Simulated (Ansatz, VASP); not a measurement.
# Hg in VASP and in Ansatz

File INCAR:

```
SYSTEM = Hg
ALGO = Normal
EDIFF = 1E-7
ENCUT = 520
GGA = PE
ISIF = 2
ISMEAR = -1
LASPH = .TRUE.
LCHARG = .FALSE.
LREAL = .FALSE.
LWAVE = .FALSE.
NBANDS = 12
NELM = 80
PREC = Accurate
SIGMA = 0.05
```

Contents of KPOINTS:

```
k-points
0
G
  10 10 10
  0 0 0
```

Contents of POSCAR:

```
Hg
1.0
   -1.8767364354      1.8767364354      1.9168448550
    1.8767364354     -1.8767364354      1.9168448550
    1.8767364354      1.8767364354     -1.9168448550
Hg
1
Direct
    0.5000000000      0.5000000000      0.0000000000
```

input.yaml

```yaml
crystal:
  lattice:
    - [-1.8767364354, 1.8767364354, 1.916844855]
    - [1.8767364354, -1.8767364354, 1.916844855]
    - [1.8767364354, 1.8767364354, -1.916844855]
  atoms:
    - { symbol: Hg, position: [0.5, 0.5, 0.0] }
hamiltonian:
  xc: pbe
  pseudopotentials: { kind: paw }
kpoints:
  mp_grid: { grid: [10, 10, 10] }
scf:
  occupations: { method: fermi_dirac, width: 0.05 }
output:
  forces: true
  stress: true
  eigenvalues: true
```

Alike in both runs: task single point; functional PBE; k mesh 10 × 10 × 10; occupations fermi-dirac, width 0.05 eV; no spin polarisation.

```csv
,VASP,Ansatz
version,VASP 6.6.1,Ansatz 0.2.0
potentials or method,"VASP PAW PBE potentials, release 64 (Hg)",Ansatz PAW
plane-wave cutoff (eV),520,420
valence electrons in the cell,12,20
```

|  | VASP | Ansatz | Ansatz less VASP |
| --- | --- | --- | --- |
| gap on the k mesh at the Fermi level (eV) | none | none | - |
| pressure (GPa) | 1.6 | 1.4 | -0.15 |
| largest component of the traceless stress (GPa) | 0.13 | 0.14 | +0.003 |

A gap of «none» marks a metal or a gap that the smearing closes. With one functional, cell and mesh, what is left measures potentials, basis and numerics. The two sets of potentials don't hold the same shells in valence.

The runs have no spin-orbit coupling, so splittings on Hg are missing.
